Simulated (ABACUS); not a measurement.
# Ge (Fd-3m) in ABACUS: notebook

The runs below take Ge through single point, with PBE.

Program: ABACUS 3.10.1. These are calculated values, not measurements. Logs are shortened: lines on timing, memory, paths and dates and some standing lists are left out, and cuts for length are marked.

**Experimental background.**

From “Electronic and optical properties of SixGe1-x-ySny alloys lattice-matched to Ge”, 2021, arxiv:2109.02782, for a bulk crystal of Ge: band gap 0.666 eV (indirect) at 293 K; band gap 0.807 eV (direct) at 300 K.

The runs below are set against these values where they give the same quantity.

## Step 1: Starting point

It takes space group Fd-3m (No. 227, cubic). The conventional cell has a = 5.658 Å, b = 5.658 Å, c = 5.658 Å, α = 90.00°, β = 90.00°, γ = 90.00°. Around Ge (site symmetry -43m) lie 4 Ge at 2.45 Å.

## Step 2: Single point, PBE

INPUT

```
INPUT_PARAMETERS
suffix              Ge
calculation         scf
basis_type          lcao
pseudo_dir          ./
orbital_dir         ./
symmetry            1
dft_functional      pbe
ecutwfc             100
pseudo_rcut         10
nspin               1
nbands              18
ks_solver           genelpa
smearing_method     fd
smearing_sigma      0.00367493
scf_thr             1e-07
scf_nmax            100
mixing_type         broyden
mixing_beta         0.7
cal_force           1
cal_stress          1
out_mul             1
```

STRU

```
ATOMIC_SPECIES
Ge 72.6300 Ge.upf

NUMERICAL_ORBITAL
Ge_confined-atom_7au_2s2p2d.orb

LATTICE_CONSTANT
1.8897261246

LATTICE_VECTORS
0.0000000000 2.8289100000 2.8289100000
2.8289100000 0.0000000000 2.8289100000
2.8289100000 2.8289100000 0.0000000000

ATOMIC_POSITIONS
Direct

Ge
0.0
2
0.7500000000 0.7500000000 0.7500000000 1 1 1
0.5000000000 0.5000000000 0.5000000000 1 1 1
```

KPT

```
K_POINTS
0
Gamma
8 8 8 0 0 0
```

Potentials or basis: PseudoDojo NC SR 0.4.1 PBE standard, DZP LCAO (the cutoffs set its grid).

The run is started by

```
OMP_NUM_THREADS=1 mpirun -np 4 abacus > log
```

running log:

```text
ABACUS v3.10.1

               Atomic-orbital Based Ab-initio Computation at UStc

 ------------------------------------------------------------------------------------

 READING GENERAL INFORMATION
                           global_out_dir = OUT.Ge/
                           global_in_card = INPUT
                               pseudo_dir = ./
                              orbital_dir = ./
                                    DSIZE = 4
                                    GSIZE = 1

 READING UNITCELL INFORMATION
                                    ntype = 1
                  lattice constant (Bohr) = 1.88973
              lattice constant (Angstrom) = 1

 READING ATOM TYPE 1
                               atom label = Ge
                      L=0, number of zeta = 2
                      L=1, number of zeta = 2
                      L=2, number of zeta = 2
             number of atom for this type = 2

                        TOTAL ATOM NUMBER = 2
DIRECT COORDINATES
    atom                   x                   y                   z     mag                  vx                  vy                  vz
taud_Ge1            0.7500000000        0.7500000000        0.7500000000  0.0000        0.0000000000        0.0000000000        0.0000000000
taud_Ge2            0.5000000000        0.5000000000        0.5000000000  0.0000        0.0000000000        0.0000000000        0.0000000000

                          Volume (Bohr^3) = 305.551
                             Volume (A^3) = 45.278

 Lattice vectors: (Cartesian coordinate: in unit of a_0)
                   +0            +2.82891            +2.82891
             +2.82891                  +0            +2.82891
             +2.82891            +2.82891                  +0
 Reciprocal vectors: (Cartesian coordinate: in unit of 2 pi/a_0)
            -0.176747           +0.176747           +0.176747
            +0.176747           -0.176747           +0.176747
            +0.176747           +0.176747           -0.176747
 The esolver type has been set to : ksdft_lcao

                PAO radial cut off (Bohr) = 10

 Read in pseudopotential file is Ge.upf
                     pseudopotential type = NC
          exchange-correlation functional = PBE
                 nonlocal core correction = 1
                        valence electrons = 14
                                     lmax = 2
                           number of zeta = 3
                     number of projectors = 6
                           L of projector = 0
                           L of projector = 0
                           L of projector = 1
                           L of projector = 1
                           L of projector = 2
                           L of projector = 2
     initial pseudo atomic orbital number = 18

 SETUP THE ELECTRONS NUMBER
            electron number of element Ge = 14
      total electron number of element Ge = 28
            AUTOSET number of electrons:  = 28
                           occupied bands = 14
                                   NLOCAL = 36
                                   NBANDS = 18
                                   NBANDS = 18
                                   NLOCAL = 36

%%%%%%%%%%%%%%%%%%%%%%%%%%%%%%%%%%%%%%%%%%%%%%%%%%%%%%%%%%%%%%%%%%%%%%%%%%%%%%%%%%%%%%%%%%%%%%%%%%%%%%%%%%
 Warning: the number of valence electrons in pseudopotential > 4 for Ge: [Ar] 3d10 4s2 4p2
 Pseudopotentials with additional electrons can yield (more) accurate outcomes, but may be less efficient.
 If you're confident that your chosen pseudopotential is appropriate, you can safely ignore this warning.
%%%%%%%%%%%%%%%%%%%%%%%%%%%%%%%%%%%%%%%%%%%%%%%%%%%%%%%%%%%%%%%%%%%%%%%%%%%%%%%%%%%%%%%%%%%%%%%%%%%%%%%%%%

 SETUP THE PLANE WAVE BASIS
 energy cutoff for charge/potential (unit:Ry) = 400
            fft grid for charge/potential = [ 50, 50, 50 ]
                        fft grid division = [ 5, 5, 5 ]
        big fft grid for charge/potential = [ 10, 10, 10 ]
                                     nbxx = 300
                                     nrxx = 37500

 SETUP PLANE WAVES FOR CHARGE/POTENTIAL
                    number of plane waves = 41151
                         number of sticks = 1573

 PARALLEL PW FOR CHARGE/POTENTIAL
     PROC   COLUMNS(POT)             PW
        1            394          10289
        2            393          10287
        3            393          10288
        4            393          10287
 --------------- sum -------------------
        4           1573          41151
                            number of |g| = 388
                                  max |g| = 36.1127
[... 49 lines left out ...]
                                   nkstot = 512
                       right hand lattice = 1
(for reciprocal lattice: )
                             BRAVAIS TYPE = 2
                     BRAVAIS LATTICE NAME = 02. Cubic I (body-centered)
                                    ibrav = 2
                       right hand lattice = 1
(for k-lattice: )
                             BRAVAIS TYPE = 2
                     BRAVAIS LATTICE NAME = 02. Cubic I (body-centered)
                                    ibrav = 2
                       right hand lattice = 1
                        ROTATION MATRICES = 48
                               nkstot_ibz = 29
K-POINTS REDUCTION ACCORDING TO SYMMETRY
     IBZ    DIRECT_X    DIRECT_Y    DIRECT_Z  WEIGHT  ibz2bz
       1  0.00000000  0.00000000  0.00000000  0.0020       0
       2  0.12500000  0.12500000  0.12500000  0.0156       1
       3  0.25000000  0.25000000  0.25000000  0.0156       2
       4  0.37500000  0.37500000  0.37500000  0.0156       3
       5  0.50000000  0.50000000  0.50000000  0.0078       4
       6  0.12500000  0.12500000  0.00000000  0.0117       9
[... 21 lines left out ...]
      28 -0.12500000  0.50000000  0.37500000  0.0234     101
      29  0.50000000  0.25000000 -0.25000000  0.0117     166

                               nkstot now = 29
[... K-POINTS DIRECT COORDINATES: 29 rows ...]

           k-point number in this process = 29
       minimum distributed K point number = 29
[... stars of the k points ...]

[... K-POINTS CARTESIAN COORDINATES: 29 rows ...]

[... K-POINTS DIRECT COORDINATES: 29 rows ...]

 SETUP PLANE WAVES FOR WAVE FUNCTIONS
     energy cutoff for wavefunc (unit:Ry) = 100
              fft grid for wave functions = [ 50, 50, 50 ]
                    number of plane waves = 6423
                         number of sticks = 451

 PARALLEL PW FOR WAVE FUNCTIONS
     PROC   COLUMNS(POT)             PW
        1            113           1607
        2            113           1606
        3            113           1606
        4            112           1604
 --------------- sum -------------------
        4            451           6423

 SET NONLOCAL PSEUDOPOTENTIAL PROJECTORS
 max number of nonlocal projetors among all species is 6

 -------------------------------------------
 SELF-CONSISTENT
 -------------------------------------------

 SETUP SEARCHING RADIUS FOR PROGRAM TO SEARCH ADJACENT ATOMS
                  longest orb rcut (Bohr) = 7
   longest nonlocal projector rcut (Bohr) = 1.94
                     search radius (Bohr) = 17.9
              searching radius is (Bohr)) = 17.9
         searching radius unit is (Bohr)) = 1.89
                         PeriodicBoundary = 1
                        Radius(unit:lat0) = 9.46
                                   glayer = [ 4, 4, 4 ]
                             glayer_minus = [ 3, 3, 3 ]

Find the coordinate range of the input atom(unit:lat0).
                                  min_tau = [ -14.1, -14.1, -14.1 ]
                                  max_tau = [ 21.2, 21.2, 21.2 ]
                                BoxNumber = [ 7, 7, 7 ]

 SETUP EXTENDED REAL SPACE GRID FOR GRID INTEGRATION
                          real space grid = [ 50, 50, 50 ]
                 big cell numbers in grid = [ 10, 10, 10 ]
             meshcell numbers in big cell = [ 5, 5, 5 ]
                        extended fft grid = [ 12, 12, 12 ]
                dimension of extened grid = [ 35, 35, 35 ]
                            UnitCellTotal = 125
              Atom number in sub-FFT-grid = 2
    Local orbitals number in sub-FFT-grid = 36
                                ParaV.nnr = 23814
                                 init_chg = atomic

 LCAO ALGORITHM --------------- ION=   1  ELEC=   1--------------------------------

 Density error is 0.0344643051057
----------------------------------------------------------
     Energy           Rydberg                 eV
----------------------------------------------------------
 E_KohnSham     -357.2675719013      -4860.8746884827
 E_Harris       -356.8059644981      -4854.5941975596
 E_Fermi        0.6861043171         9.3349281351
----------------------------------------------------------
[... 69 lines left out ...]
 Density error is 8.62335129579e-09
----------------------------------------------------------
     Energy           Rydberg                 eV
----------------------------------------------------------
 E_KohnSham     -357.2679689193      -4860.8800901896
 E_KS(sigma->0) -357.2679456197      -4860.8797731819
 E_Harris       -357.2679681318      -4860.8800794749
 E_band         -19.9897849296       -271.9749768365
 E_one_elec     -183.1716110072      -2492.1776215378
 E_Hartree      110.7251365406       1506.4927687801
 E_xc           -87.3206896504       -1188.0589325346
 E_Ewald        -197.5007582031      -2687.1356708818
 E_entropy(-TS) -0.0000465993        -0.0006340154
 E_descf        0.0000000000         0.0000000000
 E_exx          0.0000000000         0.0000000000
 E_Fermi        0.7092998479         9.6505195217
----------------------------------------------------------

 charge density convergence is achieved
 final etot is -4860.8800902 eV
 EFERMI = 9.6505195217 eV

 STATE ENERGY(eV) AND OCCUPATIONS    NSPIN == 1
 1/29 kpoint (Cartesian) = 0.0000 0.0000 0.0000 (1262 pws)
       1       -15.3063     0.00390625
       2       -15.3063     0.00390625
       3       -15.3063     0.00390625
       4       -15.2680     0.00390625
       5       -15.2680     0.00390625
       6       -15.0606     0.00390625
[... 98 lines left out ...]
       5       -15.2451      0.0234375
       6       -15.0938      0.0234375
[... 10 lines left out ...]
      17        13.3621    1.35477e-34
      18        13.3621    1.35477e-34

[... levels at 23 further k points ...]

 correction force for each atom along direction 1 is -1.20186e-09
 correction force for each atom along direction 2 is 1.10748e-08
 correction force for each atom along direction 3 is 1.70586e-08
------------------------------------------------------------------------------------------
 TOTAL-FORCE (eV/Angstrom)
------------------------------------------------------------------------------------------
                       Ge1         0.0000000000         0.0000000000         0.0000000000
                       Ge2         0.0000000000         0.0000000000         0.0000000000
------------------------------------------------------------------------------------------

----------------------------------------------------------------
 TOTAL-STRESS (KBAR)
----------------------------------------------------------------
        46.0847288833         0.0000000000        -0.0000000000
        -0.0000000000        46.0847288833         0.0000000000
         0.0000000000         0.0000000000        46.0847288833
----------------------------------------------------------------
 TOTAL-PRESSURE: 46.084729 KBAR

 --------------------------------------------
 !FINAL_ETOT_IS -4860.8800901895610878 eV
 --------------------------------------------
```

It took 3.6 s on 4 MPI ranks of Intel Xeon at 2.60GHz (Ice Lake), shared host; peak memory 0.36 GiB.

Results:

```yaml
Free_energy: -4860.8801 eV
Pressure: 4.6 GPa
Band_gap_on_the_k_mesh: 0.16 eV, direct
```

Caveat: the atomic orbitals were generated for these runs and aren't a published set; the basis of atomic orbitals isn't converged, which shifts pressures, moduli and gaps.

(Part 1 of 2 ends here.)
